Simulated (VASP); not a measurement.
Set up this calculation in VASP 6.6.1, as the native input.

```
Task                   : single point
Functional             : PBE
Potentials or basis    : VASP PAW PBE potentials, release 64 (Si)
Cutoff                 : 520 eV
k mesh                 : 8 × 8 × 8
Occupations            : gaussian, width 0.015 eV
Spin                   : no spin polarisation
Further INCAR settings : ALGO = Normal; EDIFF = 1e-07
```

The structure of Si lies in POSCAR:

```
Si
1.0
    0.0000000000      2.7218511865      2.7218511865
    2.7218511865      0.0000000000      2.7218511865
    2.7218511865      2.7218511865      0.0000000000
Si
2
Direct
    0.5000000000      0.5000000000      0.5000000000
    0.7500000000      0.7500000000      0.7500000000
```

One way to write it, as run:

INCAR

```
ALGO = Normal ; EDIFF = 1E-7
ENCUT = 520 ; GGA = PE
ISIF = 2 ; ISMEAR = 0
LASPH = True ; LCHARG = True
LELF = True ; LREAL = False
LVHAR = True ; LWAVE = False
NELM = 100 ; PREC = Accurate
SIGMA = 0.015
```

KPOINTS

```
k-points
0
Gamma
  8 8 8
```

Potentials or basis: VASP PAW PBE potentials, release 64 (Si).

Launch:

```bash
$ cat potpaw_PBE.64/Si/POTCAR > POTCAR
$ mpirun -np 1 vasp_std > vasp.out
```

Results of the run:

The pressure is 1.3 GPa and the band gap on the k mesh is 0.63 eV, indirect (least direct gap 2.56 eV).

Wall time 9.4 s on 1 thread of AMD EPYC 9R45 (Zen 5), with other jobs on the host, peak memory 0.12 GiB.
